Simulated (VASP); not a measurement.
VASP 6.6.1 run: RbBr

INCAR

```
LREAL = .FALSE.
ISIF = 2
IBRION = -1
LASPH = .TRUE.
GGA = PE
LCHARG = .FALSE.
ENCUT = 520
NBANDS = 15
EDIFF = 1E-7
NSW = 0
PREC = Accurate
ISMEAR = -1
SGIMA = 0.02
LWAVE = .FALSE.
NELM = 94
```

KPOINTS

```
KPOINTS created by Atomic Simulation Environment
0
Gamma
6 6 6
0 0 0
```

POSCAR

```
Rb Br
 1.0000000000000000
     0.0000000000000000    4.0242767392000003    4.0242767392000003
     4.0242767392000003    0.0000000000000000    4.0242767392000003
     4.0242767392000003    4.0242767392000003    0.0000000000000000
 Rb  Br
   1   1
Cartesian
  0.0000000000000000  0.0000000000000000  0.0000000000000000
  2.0121383695999997  2.0121383695999997  2.0121383695999997
```

The recommended PBE PAW datasets give the neutral cell 16 valence electrons.

Command

```
mpirun -np 1 vasp_std
```

OSZICAR

```
N       E                     dE             d eps       ncg     rms          rms(c)
DAV:   1     0.961288057388E+02    0.96129E+02   -0.60057E+03   480   0.858E+02
DAV:   2     0.352952454741E+01   -0.92599E+02   -0.83735E+02   643   0.156E+02
DAV:   3    -0.603847126345E+01   -0.95680E+01   -0.95319E+01   662   0.529E+01
DAV:   4    -0.634902878780E+01   -0.31056E+00   -0.31049E+00   737   0.934E+00
DAV:   5    -0.635099339778E+01   -0.19646E-02   -0.19646E-02   669   0.782E-01    0.254E+00
DAV:   6    -0.594207675826E+01    0.40892E+00   -0.50398E-01   606   0.270E+00    0.160E+00
DAV:   7    -0.587671901447E+01    0.65358E-01   -0.25116E-01   655   0.195E+00    0.893E-01
DAV:   8    -0.589895226678E+01   -0.22233E-01   -0.26129E-02   625   0.833E-01    0.168E-01
DAV:   9    -0.590283800071E+01   -0.38857E-02   -0.48684E-03   550   0.302E-01    0.130E-01
DAV:  10    -0.590463227405E+01   -0.17943E-02   -0.10671E-03   488   0.215E-01    0.288E-02
DAV:  11    -0.590467940880E+01   -0.47135E-04   -0.11324E-04   613   0.532E-02    0.114E-02
DAV:  12    -0.590469619191E+01   -0.16783E-04   -0.33616E-05   480   0.406E-02    0.280E-03
DAV:  13    -0.590469645220E+01   -0.26029E-06   -0.59124E-07   620   0.535E-03    0.220E-03
DAV:  14    -0.590469659630E+01   -0.14410E-06   -0.30901E-07   494   0.393E-03    0.599E-04
DAV:  15    -0.590469659866E+01   -0.23563E-08   -0.74066E-09   415   0.731E-04
   1 F= -.59046966E+01 E0= -.59046491E+01  d E =-.949138E-04
```

From OUTCAR

```
k-points           NKPTS =     16   k-points in BZ     NKDIM =     16   number of bands    NBANDS=     15

   NELECT =      16.0000    total number of electrons

   dimension x,y,z NGX =    42 NGY =   42 NGZ =   42
   dimension x,y,z NGXF=    84 NGYF=   84 NGZF=   84

  energy-cutoff  :      520.00
  volume of cell :      130.34
      direct lattice vectors                 reciprocal lattice vectors
     0.000000000  4.024276739  4.024276739    -0.124245928  0.124245928  0.124245928
     4.024276739  0.000000000  4.024276739     0.124245928 -0.124245928  0.124245928
     4.024276739  4.024276739  0.000000000     0.124245928  0.124245928 -0.124245928

 k-points in reciprocal lattice and weights: KPOINTS created by Atomic Simulation Env
   0.00000000  0.00000000  0.00000000       0.005
   0.16666667  0.00000000  0.00000000       0.037
   0.33333333  0.00000000  0.00000000       0.037
   0.50000000  0.00000000  0.00000000       0.019
   0.16666667  0.16666667  0.00000000       0.028
   0.33333333  0.16666667  0.00000000       0.111
   0.50000000  0.16666667  0.00000000       0.111
  -0.33333333  0.16666667  0.00000000       0.111
   ...

 E-fermi :  -0.8690

 k-point     1 :       0.0000    0.0000    0.0000
  band No.  band energies     occupation
      1     -28.2042      2.00000
      2     -15.1349      2.00000
      3     -12.2913      2.00000
      4     -12.2913      2.00000
      5     -12.2913      2.00000
      6      -3.3592      1.99999
      7      -3.3592      1.99999
      8      -3.3592      1.99999
      9       0.5936      0.00133
     10       4.6388      0.00000
     11       4.6388      0.00000
     12       5.4392      0.00000
     13       5.4392      0.00000
     14       5.4392      0.00000
     15       6.2648      0.00000

 k-point     2 :       0.1667    0.0000    0.0000
  band No.  band energies     occupation
      1     -28.2040      2.00000
      2     -15.1417      2.00000
      3     -12.2931      2.00000
      4     -12.2931      2.00000
      5     -12.2836      2.00000
      6      -3.4206      1.99999
      7      -3.3522      1.99999
      8      -3.3522      1.99999
      9       0.9417      0.00023
     10       4.4067      0.00000
     11       4.4067      0.00000
     12       5.0460      0.00000
     13       5.5665      0.00000
     14       5.8022      0.00000
     15       5.8022      0.00000

 k-point     3 :       0.3333    0.0000    0.0000
  band No.  band energies     occupation
      1     -28.2035      2.00000
      2     -15.1550      2.00000
      3     -12.2966      2.00000
      4     -12.2966      2.00000
      5     -12.2686      2.00000
      6      -3.5169      2.00000
      7      -3.3388      1.99999
      8      -3.3388      1.99999
      9       1.7711      0.00000
     10       3.8703      0.00000
     11       4.2633      0.00000
     12       4.2633      0.00000
     13       5.4354      0.00000
     14       5.7144      0.00000
     15       5.7144      0.00000

 ...

  Total       -0.4936120     -0.4936120     -0.4936120      0.0000000      0.0000000      0.0000000
  in kB       -6.0674020     -6.0674020     -6.0674020      0.0000000      0.0000000      0.0000000
  external PRESSURE =      -6.0674020 kB  Pullay stress =       0.0000000 kB

 POSITION                                       TOTAL-FORCE (eV/Angst)
 -----------------------------------------------------------------------------------
      0.00000      0.00000      0.00000         0.000000      0.000000      0.000000
      2.01214      2.01214      2.01214        -0.000000     -0.000000     -0.000000
 -----------------------------------------------------------------------------------
    total drift:                                0.000000      0.000000      0.000000

  FREE ENERGIE OF THE ION-ELECTRON SYSTEM (eV)
  ---------------------------------------------------
  free  energy   TOTEN  =        -5.9046965987 eV

  energy  without entropy=       -5.9046016849  energy(sigma->0) =       -5.90464914
```

It converged. Results: gap between bands v and c on the k mesh 3.91 eV; least direct gap on the k mesh 3.95 eV; pressure -0.6 GPa. Band v is the last that the valence electrons fill when counted band by band, and c is the next.

One setting is odd (misspelt tag), but here it hardly changes the result.

On sound settings PBE gives a gap of 3.91 eV on its mesh and a pressure of -0.6 GPa for the intended cell. This run's energy (σ→0) differs from it by 0 meV an atom.

The run took about 35 s on one core of a shared host (Intel Xeon Platinum 8488C) and held 0.25 GiB at most.
